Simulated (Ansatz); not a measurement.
# Structures of Fe3Ge: which is lowest?

Plane-wave DFT in Ansatz with scalar-relativistic PAW potentials, cutoff 420 eV, Γ-centred meshes chosen by cell and gap, Gaussian smearing with energies taken to zero width. Every cell was relaxed (cell and atoms) in a run of its own, within the symmetry of its start. Functional: PBEsol.

Relaxed structures (starts from databases or built by putting these elements on another compound's sites):
A. Fm-3m, 4 atoms in the computed cell, a = 5.632 Å; sites (symmetry × multiplicity) Fe -43m × 8 + m-3m × 4, Ge m-3m × 4; start: database
B. Pm-3m, 4 atoms in the computed cell, a = 3.582 Å; sites (symmetry × multiplicity) Ge m-3m × 1, Fe 4/mm.m × 3; start: built

**Question.** Rank them by energy. Could pressure change the order?

**Answer.**
```csv
structure,group,E − E(lowest) (meV/atom),V (Å³/atom),gap on mesh (eV)
A,Fm-3m,0.0,11.17,0.00
B,Pm-3m,28.8,11.49,0.00
```

A is lowest, 29 meV/atom under B. The lowest is also the densest of these, so pressure wouldn't bring one of the others in at first order. Other structures may lie lower than all of these, and vibrations aren't counted.

Only parallel moments were tried here. Magnetic cells started from one order each; another order can shift an energy by tens of meV per atom.